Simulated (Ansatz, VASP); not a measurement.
Pb in VASP and in Ansatz

Contents of INCAR:

```
SYSTEM = Pb
PREC = Accurate ; ENCUT = 520
EDIFF = 1E-8 ; ISMEAR = -1
SIGMA = 0.08 ; LREAL = .False.
LASPH = .True. ; NELM = 100
ALGO = Normal ; ISIF = 2
LWAVE = .False. ; LCHARG = .False.
GGA = PS ; LEFG = .True.
NBANDS = 13
```

The input KPOINTS:

```
regular mesh
0
Gamma
  13 13 13
  0 0 0
```

POSCAR

```
Pb
1.0
   -1.9004731840      1.9796595667      1.9796595667
    1.9796595667     -1.9004731840      1.9796595667
    1.9796595667      1.9796595667     -1.9004731840
Pb
1
Direct
    0.0000000000      0.0000000000      0.0000000000
```

Input for Ansatz:

```yaml
crystal:
  lattice:
    - [-1.900473184, 1.9796595667, 1.9796595667]
    - [1.9796595667, -1.900473184, 1.9796595667]
    - [1.9796595667, 1.9796595667, -1.900473184]
  atoms:
    - { symbol: Pb, position: [0.0, 0.0, 0.0] }
kpoints:
  mp_grid: { grid: [13, 13, 13] }
scf:
  occupations: { method: fermi_dirac, width: 0.08 }
hamiltonian:
  xc: pbesol
  pseudopotentials: { kind: paw }
output:
  forces: true
  stress: true
  eigenvalues: true
  efg: { contact_densities: true }
```

Change from the starting cell: equal xy, yz and zx shear strains of +4 %, PAW files.

Alike in both runs: task electric field gradients; functional PBEsol; k mesh 13 × 13 × 13; occupations fermi-dirac, width 0.08 eV; no spin polarisation.

```csv
,VASP,Ansatz
version,VASP 6.6.1,Ansatz 0.2.0
potentials or method,"VASP PAW PBE potentials, release 64 (Pb_d)","PAW with Ansatz's default frozen-core files, scalar-relativistic"
plane-wave cutoff (eV),520,420
valence electrons in the cell,14,14
```

|  | VASP | Ansatz | Ansatz less VASP |
| --- | --- | --- | --- |
| pressure (GPa) | -1.5 | -1.4 | +0.07 |
| largest component of the traceless stress (GPa) | 0.69 | 0.69 | 0.000 |
| Vzz of the field gradient on the site that differs most (V/Å²) | 73.1 | 74.4 | +1.26 |

The functional is the same, so the differences come from potentials, cutoffs and numerics. Ansatz warned: «gradients_without_spin_orbit».

Caveats: the PAW data sets were made with another functional, which shifts forces and pressure a little (VASP). Spin-orbit coupling is left out, which matters for the levels of Pb.
